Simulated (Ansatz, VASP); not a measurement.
## Two plane-wave programs on SrO

```
Sr O
1.0
     0.00000    2.52812    2.52812
     2.52812    0.00000    2.52812
     2.52812    2.52812    0.00000
Sr O
1 1
Direct
  0.50000 0.50000 0.50000
  0.00000 0.00000 0.00000
```

Alike in both runs: functional PBEsol; k mesh 8 × 8 × 8; no spin polarisation.

Ansatz relaxed the structure, and its values are those at the end. VASP's run is a single point on that final structure, the one shown.

```csv
,VASP,Ansatz
version,VASP 6.6.1,Ansatz 0.2.0
potentials or method,"VASP PAW PBE potentials, release 64 (Sr_sv, O)","PAW with Ansatz's default frozen-core files, scalar-relativistic"
plane-wave cutoff (eV),520,420
occupations,"gaussian, width 0.01 eV",fixed
valence electrons in the cell,16,16
```

|  | VASP | Ansatz | Ansatz less VASP |
| --- | --- | --- | --- |
| gap on the k mesh at the Fermi level (eV) | 3.11 | 3.17 | +0.053 |
| pressure (GPa) | 4.8 | 4.0 | -0.77 |

Caveats: the PAW data sets were made with another functional, which shifts forces and pressure a little (VASP). A k mesh can miss the band edges.
